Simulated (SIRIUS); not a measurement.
**La in SIRIUS: convergence with density cutoff**

Input of the first run (density cutoff 2666.7 eV); the others differ in this setting and in those tied to it:

File sirius.json:

```json
{
  "control": {
    "processing_unit": "cpu",
    "verbosity": 2,
    "num_bands_to_print": 12,
    "print_forces": true,
    "print_stress": true
  },
  "parameters": {
    "electronic_structure_method": "pseudopotential",
    "xc_functionals": ["XC_GGA_X_PBE", "XC_GGA_C_PBE"],
    "gk_cutoff": 6.4,
    "pw_cutoff": 14.0,
    "ngridk": [9, 9, 9],
    "shiftk": [0, 0, 0],
    "smearing": "gaussian",
    "smearing_width": 0.0018374661,
    "num_bands": 12,
    "num_mag_dims": 0,
    "num_dft_iter": 100,
    "energy_tol": 1e-08,
    "density_tol": 1e-06
  },
  "iterative_solver": {
    "type": "davidson",
    "min_tolerance": 1e-10
  },
  "mixer": {
    "type": "anderson",
    "beta": 0.7,
    "max_history": 8
  },
  "settings": {
    "tol_ne": 1e-10
  },
  "unit_cell": {
    "lattice_vectors": [
      [-4.013459059161, 4.013459059161, 4.013459059161],
      [4.013459059161, -4.013459059161, 4.013459059161],
      [4.013459059161, 4.013459059161, -4.013459059161]
    ],
    "atom_coordinate_units": "lattice",
    "atom_types": ["La"],
    "atom_files": {
      "La": "La.json"
    },
    "atoms": {
      "La": [
        [0.0, 0.0, 0.0]
      ]
    }
  }
}
```

Potentials or basis: SSSP 1.3.0 PBE efficiency.

Run with:

```sh
$ upf_to_json La.paw.z_11.atompaw.wentzcovitch.v1.2.upf
$ OMP_NUM_THREADS=1 sirius.scf --input=sirius.json --output=out.json --task=0
```

This isn't the form of La at room conditions, which is double hcp.

Hardware: 1 thread of Arm Neoverse V2 (shared host).

```csv
density cutoff,"energy less the tightest run, at zero smearing (meV/atom)",SCF cycles,CPU time (s),peak memory (GiB)
2666.7 eV,-0.09,30,56,0.38
3483.1 eV,-0.02,29,56,0.43
4408.2 eV,0.00,30,61,0.5
5442.3 eV,0.00,28,58,0.58
7197.4 eV,0.00,30,65,0.74
9197.4 eV,0.00,30,69,0.96
12245.1 eV,0.00,31,80,1.3
```

Against the tightest run, the energy stays within 1 meV/atom from 2666.7 eV on. The tightest run that finished is the yardstick and may itself not be fully converged.

Spin-orbit coupling is left out, which matters for the levels of La.
